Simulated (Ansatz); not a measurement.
SnO2:

```
Sn O
1.0
     0.00000    2.57415    2.57415
     2.57415    0.00000    2.57415
     2.57415    2.57415    0.00000
Sn O
1 2
Direct
  0.00000 0.00000 0.00000
  0.75000 0.75000 0.75000
  0.25000 0.25000 0.25000
```

Measurements of this composition are mostly on another form, of space group No. 136.

```yaml
Program: Ansatz 0.2.0
Task: relaxation of cell and atoms
Functional: RPBE
Dispersion: D3(BJ)
Potentials_or_basis: Ansatz PAW
Cutoff: "420 eV (not typed: the program's choice for these potentials)"
k_mesh: 9 × 9 × 9
Occupations: fermi-dirac, width 0.05 eV
Spin: no spin polarisation
```

At the start: volume 11.37 Å³/atom.

Task: How do energy, volume and symmetry change on relaxing?

Result: It ends after 7 steps and the volume is 10.54 Å³/atom (-7.3 %); space group Fm-3m (No. 225, to 0.05 Å).

Step by step:
| step | energy change (eV) | largest force (eV/Å) | volume (Å³) |
| --- | --- | --- | --- |
| 1 | 0.0000 | 0.0000 | 34.11 |
| 2 | -0.1296 | 0.0000 | 31.61 |
| 3 | -0.1292 | 0.0000 | 31.70 |
| 4 | -0.1293 | 0.0000 | 31.69 |
| 5 | -0.1193 | 0.0000 | 31.69 |
| 6 | -0.1198 | 0.0000 | 31.62 |
| 7 | -0.1193 | 0.0000 | 31.62 |

Final structure:
```yaml
crystal:
  lattice:
    - [0.00000, 2.50982, 2.50982]
    - [2.50982, 0.00000, 2.50982]
    - [2.50982, 2.50982, 0.00000]
  atoms:
    - { symbol: Sn, position: [0.00000, 0.00000, 0.00000] }
    - { symbol: O, position: [0.75000, 0.75000, 0.75000] }
    - { symbol: O, position: [0.25000, 0.25000, 0.25000] }
```

Caveat: the plane-wave basis is chosen anew once the cell has moved, so the energies of steps on either side of that aren't comparable; the pressure holds a Pulay correction of +1.0 GPa for the finite cutoff; the PAW data sets come from PBE, with cores solved anew for the run's functional, which leaves a small shift of forces and pressure.
